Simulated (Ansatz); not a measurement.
# TePb (Fm-3m) in Ansatz: settings compared

Aim: see how the results for TePb move with the level of theory and the settings. Levels: BLYP+D4, revPBE+D3(BJ). Tasks: relaxation of cell and atoms.

Program: Ansatz 0.2.0. These are calculated values, not measurements. Logs are shortened: lines on timing, memory, paths and dates and some standing lists are left out, and cuts for length are marked.

### 1 The crystal as given

Symmetry: Fm-3m, No. 225, cubic system. The conventional cell has a = 6.462 Å, b = 6.462 Å, c = 6.462 Å, α = 90.00°, β = 90.00°, γ = 90.00°. Pb (site symmetry m-3m) is surrounded by 6 Te at 3.23 Å. Around Te (site symmetry m-3m) lie 6 Pb at 3.23 Å.

### 2 Relaxation of cell and atoms, BLYP+D4

Contents of input.yaml:

```yaml
crystal:
  lattice:
    - [0.0, 3.231, 3.231]
    - [3.231, 0.0, 3.231]
    - [3.231, 3.231, 0.0]
  atoms:
    - { symbol: Pb, position: [0.0, 0.0, 0.0] }
    - { symbol: Te, position: [0.5, 0.5, 0.5] }
kpoints:
  mp_grid: { grid: [7, 7, 7] }
scf:
  occupations: { method: fermi_dirac, width: 0.05 }
hamiltonian:
  xc: blyp
  dispersion: d4
  pseudopotentials: { kind: all_electron, lapw: { basis_error: 0.001 } }
output:
  forces: true
  stress: true
relax:
  f_tol: 0.005
  max_steps: 60
  cell: {}
```

Potentials or basis: all-electron LAPW, scalar-relativistic.

On the command line:

```console
$ ansatz run input.yaml --threads 1 --pin off --max-ram 3072MiB --backend cpu --events-out ev --progress --plain --runs-dir out
```

Standard output:

```text
Warning: RAYON_NUM_THREADS=1 ignored (pool sized by the plan → 1); use --threads N
The last accepted step is kept in <dir> (removed where the run ends without a failure and the disk answers)
LAPW: plane waves up to 7.135 Å⁻¹, error target 1.0e-3 eV per atom; small_component_spin mean_spin; Te in spheres of 1.534 Å, 24 of its electrons in bands, Dirac shells []; Pb in spheres of 1.600 Å, 36 of its electrons in bands, Dirac shells [] (how accurate: hamiltonian.pseudopotentials.lapw.basis_error, Limitations)
Engine: ansatz 0.2.0, x86_64-unknown-linux-gnu
Pseudopotentials: kind: all_electron
Pseudopotential: Pb, LAPW, valence charge 36, lapw/all_electron/scalar/gaussian/Pb, Koelling and Harmon's equation, gaussian nucleus
Pseudopotential: Te, LAPW, valence charge 24, lapw/all_electron/scalar/gaussian/Te, Koelling and Harmon's equation, gaussian nucleus
Functional definition: BLYP
  parameter beta = 0.0042
  parameter a = 0.04918
  parameter b = 0.132
  parameter c = 0.2533
  parameter d = 0.349
  exchange = b88_x(beta = beta)
  correlation = lyp_c(a = a, b = b, c = c, d = d)
Crystal: 2 atoms, lattice volume = 67.459 Å³
Basis set: ecut = 193.98087446488873 eV, 411 PW (Γ), exchange–correlation at level 2
Bands: 36, of which v1, the nominal top of the filled ones, is band 30 counted from 1 (29 counted from 0)
Symmetry: 48 space group operations
Space group: Fm-3m (ITA 225), of the structure as read, at distance tolerance 4.1e-5 Å
k-points: 20 of 343
Non-local potential: Pb, projectors of the file, none
Non-local potential: Te, projectors of the file, none
Initial density: superposition of atomic densities (chi_scale 0.1, normalization cell, long waves kept (reshape's long-wave potential 0.00 eV rms))
Initial wavefunctions: plane waves of lowest kinetic energy (no species holds an atomic orbital)
Functional: x = b88, c = lyp
iter 1 solved again at ethr=9.92e-4 eV; its pass at ethr=1.00e-1 eV (dr2=5.95e-1 eV) is discarded
SCF iter   1: F=—  HF=-752999.065309 eV  |F-HF|=—  |Δ(HF+E_count)|=         —  Δρ=1.83e-2  dr2=5.95e-1  ethr=9.92e-4  ⟨swp⟩=2.2  Hψ=4463  notcnv=0
preconditioner: auto → none  [insulator: Δε(μ)=1.280 eV  Ē_g=16.204 eV  σ=0.050 eV  W_gap=1.00  n_scr=14 (ndim 8)  ℏωp=20.2 eV  f_vac=0.099  D(μ)=0.00/eV (n_scr^D=0)  ε∞_Penn≈2.6]
iter 2 solved again at ethr=2.53e-5 eV; its pass at ethr=9.92e-4 eV (dr2=1.52e-2 eV) is discarded
SCF iter   2: F=—  HF=-752998.910870 eV  |F-HF|=—  |Δ(HF+E_count)|=   1.54e-1  Δρ=4.24e-3  dr2=1.52e-2  ethr=2.53e-5  ⟨swp⟩=2.0  Hψ=3747  notcnv=0
SCF iter   3: F=—  HF=-752998.895394 eV  |F-HF|=—  |Δ(HF+E_count)|=   1.55e-2  Δρ=2.70e-3  dr2=8.47e-3  ethr=2.53e-5  ⟨swp⟩=2.1  Hψ=2255  notcnv=0
SCF iter   4: F=—  HF=-752998.896996 eV  |F-HF|=—  |Δ(HF+E_count)|=   1.60e-3  Δρ=8.05e-4  dr2=6.36e-4  ethr=1.41e-5  ⟨swp⟩=2.0  Hψ=2141  notcnv=0
SCF iter   5: F=—  HF=-752998.897195 eV  |F-HF|=—  |Δ(HF+E_count)|=   1.99e-4  Δρ=1.12e-4  dr2=7.49e-6  ethr=1.06e-6  ⟨swp⟩=2.7  Hψ=2162  notcnv=0
SCF iter   6: F=—  HF=-752998.897204 eV  |F-HF|=—  |Δ(HF+E_count)|=   8.37e-6  Δρ=2.25e-5  dr2=2.29e-7  ethr=1.25e-8  ⟨swp⟩=3.0  Hψ=2226  notcnv=0
SCF iter   7: F=-752998.897205 eV  HF=-752998.897205 eV  |F-HF|=3.41e-8  |Δ(HF+E_count)|=   8.30e-7  Δρ=4.36e-6  dr2=9.84e-9  ethr=3.82e-10  ⟨swp⟩=3.0  Hψ=2240  notcnv=0
[... 69 lines left out ...]
relax step   6: F+E_penalty+E_count = -752998.96468539 eV  Δ(F+E_penalty+E_count) = -1.817e-2 eV  max|allowed force component| = 5.588e-31 eV/Å  Δτ_max = 0.0000 Å  P = -1.732 GPa  Ω = 75.047 Å³  (5 SCF iters, accepted)
Crystal: 2 atoms, lattice volume = 74.074 Å³
Basis set: ecut = 182.25265670577593 eV, 411 PW (Γ), exchange–correlation at level 2
iter 1 solved again at ethr=3.86e-7 eV; its pass at ethr=1.00e-1 eV (dr2=2.31e-4 eV) is discarded
SCF iter   1: F=—  HF=-752998.969665 eV  |F-HF|=—  |Δ(HF+E_count)|=         —  Δρ=3.34e-4  dr2=2.42e-4  ethr=3.86e-7  ⟨swp⟩=4.4  Hψ=3570  notcnv=0
[... 14 lines left out ...]
SCF iter   2: F=—  HF=-752998.969702 eV  |F-HF|=—  |Δ(HF+E_count)|=   4.27e-7  Δρ=1.69e-5  dr2=5.25e-7  ethr=8.65e-9  ⟨swp⟩=2.0  Hψ=2140  notcnv=0
SCF iter   3: F=-752998.969702 eV  HF=-752998.969702 eV  |F-HF|=2.35e-8  |Δ(HF+E_count)|=   3.48e-7  Δρ=6.15e-6  dr2=6.75e-8  ethr=8.75e-10  ⟨swp⟩=2.0  Hψ=2140  notcnv=0
WARN: dispersion: an atom stands within reach of a switch of its C6 between two reference coordination numbers of its element: through that C6 alone, e_disp changes by 0.025 eV or more while the distances to its neighbours run over a stretch of 0.05 Å that contains this geometry (sites counted from 0 in the run's list of atoms or, in a supercell that it derives, in that cell's: here a list of 2) — site 0 (Pb): coordination number 3.112 (about 2.76 to 3.47 with every neighbour 0.05 Å farther or nearer), switch near 3.282 between the references 2.800 (weight 0.88) and 3.764 (weight 0.12), e_disp changing by some 0.09 eV. This is how the published method behaves, and the energy and the forces stay consistent. Where you compare this geometry's total energy with another's, compare their components.e_disp too, and, where the geometries are yours to choose, keep both on one side of the switch, which a site's coordination number tells: a relaxation that ends in reach of it can search the other side under relax.adjacent_minimum: search, except where no move that the cell, the constraints and the symmetry allow carries the atom there
SCF 8 converged in 3 iterations: F = -752998.969702 eV  dr2 = 6.75e-8
relax step   8: F+E_penalty+E_count = -752998.96970191 eV  Δ(F+E_penalty+E_count) = -1.262e-4 eV  max|allowed force component| = 6.903e-31 eV/Å  Δτ_max = 0.0000 Å  P = -0.057 GPa  Ω = 74.221 Å³  (3 SCF iters, accepted)
Crystal: 2 atoms, lattice volume = 74.200 Å³
Basis set: ecut = 182.047409604674 eV, 411 PW (Γ), exchange–correlation at level 2
iter 1 solved again at ethr=7.79e-11 eV; its pass at ethr=1.00e-1 eV (dr2=4.68e-8 eV) is discarded
SCF iter   1: F=—  HF=-752998.969704 eV  |F-HF|=—  |Δ(HF+E_count)|=         —  Δρ=5.00e-6  dr2=4.63e-8  ethr=7.79e-11  ⟨swp⟩=4.7  Hψ=3649  notcnv=0
preconditioner: auto → none  [insulator: Δε(μ)=1.188 eV  Ē_g=16.124 eV  σ=0.050 eV  W_gap=1.00  n_scr=14 (ndim 8)  ℏωp=19.3 eV  f_vac=0.182  D(μ)=0.00/eV (n_scr^D=0)  ε∞_Penn≈2.4]
SCF iter   2: F=-752998.969706 eV  HF=-752998.969706 eV  |F-HF|=1.09e-8  |Δ(HF+E_count)|=   2.17e-6  Δρ=2.19e-6  dr2=1.00e-8  ethr=7.71e-11  ⟨swp⟩=3.0  Hψ=2233  notcnv=0
WARN: dispersion: an atom stands within reach of a switch of its C6 between two reference coordination numbers of its element: through that C6 alone, e_disp changes by 0.025 eV or more while the distances to its neighbours run over a stretch of 0.05 Å that contains this geometry (sites counted from 0 in the run's list of atoms or, in a supercell that it derives, in that cell's: here a list of 2) — site 0 (Pb): coordination number 3.114 (about 2.76 to 3.47 with every neighbour 0.05 Å farther or nearer), switch near 3.282 between the references 2.800 (weight 0.87) and 3.764 (weight 0.13), e_disp changing by some 0.09 eV. This is how the published method behaves, and the energy and the forces stay consistent. Where you compare this geometry's total energy with another's, compare their components.e_disp too, and, where the geometries are yours to choose, keep both on one side of the switch, which a site's coordination number tells: a relaxation that ends in reach of it can search the other side under relax.adjacent_minimum: search, except where no move that the cell, the constraints and the symmetry allow carries the atom there
SCF 9 converged in 2 iterations: F = -752998.969706 eV  dr2 = 1.00e-8
relax step   9: F+E_penalty+E_count = -752998.96970577 eV  Δ(F+E_penalty+E_count) = -3.861e-6 eV  max|allowed force component| = 5.259e-31 eV/Å  Δτ_max = 0.0000 Å  P = -0.002 GPa  Ω = 74.200 Å³  (2 SCF iters, accepted)
iter 1 solved again at ethr=8.37e-12 eV; its pass at ethr=1.00e-1 eV (dr2=5.02e-9 eV) is discarded
SCF iter   1: F=—  HF=-752998.969703 eV  |F-HF|=—  |Δ(HF+E_count)|=         —  Δρ=2.17e-6  dr2=9.89e-9  ethr=8.37e-12  ⟨swp⟩=8.4  Hψ=5668  notcnv=0  reapply=16
SCF iter   2: F=-752998.969705 eV  HF=-752998.969705 eV  |F-HF|=1.40e-9  |Δ(HF+E_count)|=   2.19e-6  Δρ=9.40e-7  dr2=1.57e-9  ethr=8.37e-12  ⟨swp⟩=3.0  Hψ=2280  notcnv=0
WARN: dispersion: an atom stands within reach of a switch of its C6 between two reference coordination numbers of its element: through that C6 alone, e_disp changes by 0.025 eV or more while the distances to its neighbours run over a stretch of 0.05 Å that contains this geometry (sites counted from 0 in the run's list of atoms or, in a supercell that it derives, in that cell's: here a list of 2) — site 0 (Pb): coordination number 3.114 (about 2.76 to 3.47 with every neighbour 0.05 Å farther or nearer), switch near 3.282 between the references 2.800 (weight 0.87) and 3.764 (weight 0.13), e_disp changing by some 0.09 eV. This is how the published method behaves, and the energy and the forces stay consistent. Where you compare this geometry's total energy with another's, compare their components.e_disp too, and, where the geometries are yours to choose, keep both on one side of the switch, which a site's coordination number tells: a relaxation that ends in reach of it can search the other side under relax.adjacent_minimum: search, except where no move that the cell, the constraints and the symmetry allow carries the atom there
SCF 10 converged in 2 iterations: F = -752998.969705 eV  dr2 = 1.57e-9
relax step  10: F+E_penalty+E_count = -752998.96970493 eV  Δ(F+E_penalty+E_count) = +8.401e-7 eV  max|allowed force component| = 5.423e-31 eV/Å  Δτ_max = 0.0000 Å  P = -0.002 GPa  Ω = 74.200 Å³  stress off target by 1.76e-3 GPa  SCF on the basis re-selected at this cell (its energy is not comparable with the rows above)  (2 SCF iters)
basis re-selected at this cell: Δ(F+E_penalty+E_count) = +8.401e-7 eV, ΔP = -0.000 GPa vs the last step (what re-selecting the basis moved, after the strain that the cell walked since its last selection, with what the two solves' SCF thresholds leave and, on support functions, any second-order correction that the steps lacked; it is no measure of the basis error at this ecutwfc). This SCF's stress stands 1.76e-3 GPa from its target on what of the cell is left free (relax.cell.stress_tol is 5.00e-2 GPa) and its largest allowed force component is 5.42e-31 eV/Å (relax.f_tol is 5.00e-3 eV/Å): within both
SCF converged after 2 iterations
Free energy (F): -752998.969705 eV
Harris-Foulkes:  -752998.969705 eV  (|F-HF|=1.40e-9)
Internal energy: -752998.969704 eV  (E = F + TS)
E sigma→0 (E₀):  -752998.969705 eV
Entropy (-TS):   -0.000001 eV (-0.000 meV/atom)
Fermi energy:    11.019614 eV
--- Per-component energies (eV) ---
  E_band       = -3467.330173
  E_kinetic    = 850315.520936
  E_xc         = -15416.969460
  E_electrostatic = -1587895.943565  (all electrons and nuclei)
  E_disp       = -1.577615  (pairwise vdW)
  E_smearing   = -0.000001  (= −TS)
  E_closure    = 0.000000  (closes the sum)
  E_atoms      = -752991.058885  (free atoms, spherical and without spin; not in F)
  Σ components = -752998.969705   (vs F -752998.969705, Δ=0.00e0)
  Basis errors (estimates in eV, not in F): energy 4.2e-4 per atom: plane waves 4.1e-4 (2.2e-4 summed), levels above the bands 4.1e-52, relativity 6.9e-8, radial functions 9.8e-6, core shells 7.5e-9; eigenvalues (radial functions only) 5.4e-7; not estimated: angular momenta, meshes, grids; target (lapw.basis_error) 1.0e-3; muffin-tin radii Te 1.584 Å, Pb 1.651 Å
--- Forces (eV/Å), atoms counted from 1 ---
  atom   1  Pb     0.00000000    -0.00000000     0.00000000
  atom   2  Te    -0.00000000     0.00000000     0.00000000
  max |Σ_I F_I| component: 1.18e-30 eV/Å
--- Stress (GPa, compression-positive) ---
       -0.001763       0.000000      -0.000000
        0.000000      -0.001763      -0.000000
       -0.000000      -0.000000      -0.001763
  P = ⅓ Tr σ = -0.0018 GPa (-0.018 kbar)
--- Relaxed structure (9 steps of the walk, 7 accepted, 1 SCFs on fresh bases) ---
  F+E_penalty+E_count = -752998.96970493 eV   max|allowed force component| = 5.423e-31 eV/Å   (the final SCF, on the basis selected at the relaxed cell)
  cell:  # Å, volume = 74.1998 Å³
    - [-1.3295717568832403e-34, 3.335217513179251, 3.335217513179251]
    - [3.335217513179251, 8.16453564788459e-34, 3.335217513179251]
    - [3.335217513179251, 3.335217513179251, 2.352628805813511e-34]
  atoms:
    - { symbol: Pb, position: [-7.450982452752065e-36, 8.692812861544354e-36, 8.692812861543582e-36] }
    - { symbol: Te, position: [0.5, 0.5, 0.5] }
```

Wall time 42 s (1 thread of Intel Xeon Platinum 8375C at 2.90GHz (Ice Lake), shared host); peak memory 0.36 GiB.

Results:

| Property | Result |
| --- | --- |
| Free energy | -752998.9697 eV |
| Relaxed volume | 37.10 Å³/atom |
| Relaxed cell | a = 4.717 Å, b = 4.717 Å, c = 4.717 Å, α = 60.00°, β = 60.00°, γ = 60.00° |
| Space group after relaxing (to 0.05 Å) | Fm-3m (No. 225) |
| Energy gained by relaxing | 36.3 meV/atom |
| Ionic steps | 8 |
| Pressure after relaxing | 0.0 GPa |

The path:
| step | energy change (eV) | largest force (eV/Å) | volume (Å³) |
| --- | --- | --- | --- |
| 1 | 0.0000 | 0.0000 | 67.46 |
| 2 | -0.0181 | 0.0000 | 70.64 |
| 3 | -0.0493 | 0.0000 | 72.55 |
| 4 | -0.0675 | 0.0000 | 75.05 |
| 5 | -0.0724 | 0.0000 | 74.07 |
| 6 | -0.0725 | 0.0000 | 74.22 |
| 7 | -0.0725 | 0.0000 | 74.20 |
| 8 | -0.0725 | 0.0000 | 74.20 |

Final structure:
```yaml
crystal:
  lattice:
    - [0.00000, 3.33522, 3.33522]
    - [3.33522, 0.00000, 3.33522]
    - [3.33522, 3.33522, 0.00000]
  atoms:
    - { symbol: Pb, position: [0.00000, 0.00000, 0.00000] }
    - { symbol: Te, position: [0.50000, 0.50000, 0.50000] }
```

Caveat: this odd mesh misses L, where the gap lies, so gap, dielectric constants and Born charges aren't listed. The run has no spin-orbit coupling, so splittings on Pb, Te are missing.

(Continued in part 2 of 2.)
